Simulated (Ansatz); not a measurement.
## TePb (Fm-3m): from strained cells to moduli

```yaml
crystal:
  lattice:
    - [0.00000, 3.22135, 3.22135]
    - [3.22135, 0.00000, 3.22135]
    - [3.22135, 3.22135, 0.00000]
  atoms:
    - { symbol: Te, position: [0.50000, 0.50000, 0.50000] }
    - { symbol: Pb, position: [0.00000, 0.00000, 0.00000] }
```

The conventional cell has a = 6.443 Å, b = 6.443 Å, c = 6.443 Å, α = 90.00°, β = 90.00°, γ = 90.00°. Around Te (atom 1) lie 6 Pb at 3.22 Å. Around Pb (atom 2) lie 6 Te at 3.22 Å.

Computed, not measured; unless marked otherwise by PBEsol, all-electron LAPW in Ansatz 0.2.0, scalar-relativistic. k mesh 6×6×6, fixed occupations, basis error target 1 meV/atom. The cell was relaxed by PAW under this functional.

The cell is cubic and carries a residual pressure of 0.03 GPa at this level. Each strain component that symmetry leaves independent is applied at ±0.008, the ions relax wherever a strain frees them, and the stress (tension positive, GPa) is read. Shears are engineering strains, γ = 2ε.

| strain | size | σxx | σyy | σzz | σyz | σxz | σxy |
| --- | --- | --- | --- | --- | --- | --- | --- |
| xx | -0.008 | -1.0863 | -0.0659 | -0.0659 | 0.0000 | 0.0000 | 0.0000 |
| xx | +0.008 | 0.9270 | 0.0144 | 0.0144 | 0.0000 | 0.0000 | 0.0000 |
| yz | -0.008 | -0.0260 | -0.0272 | -0.0272 | -0.1180 | 0.0000 | 0.0000 |
| yz | +0.008 | -0.0260 | -0.0272 | -0.0272 | 0.1180 | 0.0000 | 0.0000 |

A central difference gives one constant, for example C11 ≈ (0.9270 − (-1.0863))/(0.016) = 125.8 GPa; the program then imposes the crystal's symmetry on the whole matrix.

What are the independent elastic constants?

C11 = 125.8, C12 = 5.0, C44 = 14.8 GPa.

Do they meet the Born conditions?

C11 − C12 = 120.8, C11 + 2C12 = 135.9 and C44 = 14.8 GPa must all be positive, so the crystal is elastically stable; that says nothing yet of its phonons.

What moduli does a random aggregate of grains have?

B = (C11 + 2C12)/3 = 45.3 GPa. G_V = (C11 − C12 + 3C44)/5 = 33.0 and G_R = 5(C11 − C12)C44/(4C44 + 3(C11 − C12)) = 21.1, so G_H = 27.1 GPa. Then E = 9BG/(3B + G) = 67.7 GPa, ν = (3B − 2G)/(6B + 2G) = 0.251 and B/G = 1.67, on the brittle side of Pugh's 1.75 (a rule of thumb, made for metals; it doesn't predict ductility here).

With the density of 8.316 g/cm³, how fast does sound travel, and what Debye temperature follows?

| direction | slow (m/s) | middle (m/s) | fast (m/s) |
| --- | --- | --- | --- |
| [100] | 1332 | 1332 | 3890 |
| [110] | 1332 | 2695 | 3105 |
| [111] | 2331 | 2331 | 2795 |

The mean of v⁻³ over directions and branches gives v_m = 1892 m/s and θ_D = (ħ/k_B) v_m (6π²n)^(1/3) = 175 K, n being atoms per volume. Young's modulus spans 40 to 125 GPa over directions, and the universal anisotropy index is 2.81.

How far do the constants move if PAW replaces LAPW in the same cell?

```json
{"constant": "C11", "LAPW (GPa)": "125.8", "PAW (GPa)": "125.7", "difference": "-0.1"}
{"constant": "C12", "LAPW (GPa)": "5.0", "PAW (GPa)": "5.0", "difference": "0.0"}
{"constant": "C44", "LAPW (GPa)": "14.8", "PAW (GPa)": "14.7", "difference": "-0.1"}
```

How do the constants change if the ions are clamped to the homogeneous strain?

None moves by more than 0.3 GPa: by symmetry a homogeneous strain puts no force on these sites.

Known limits: no spin-orbit coupling on heavy atoms; the frozen-core PAW files of the compared runs were fitted under PBE, their cores solved anew for this functional.
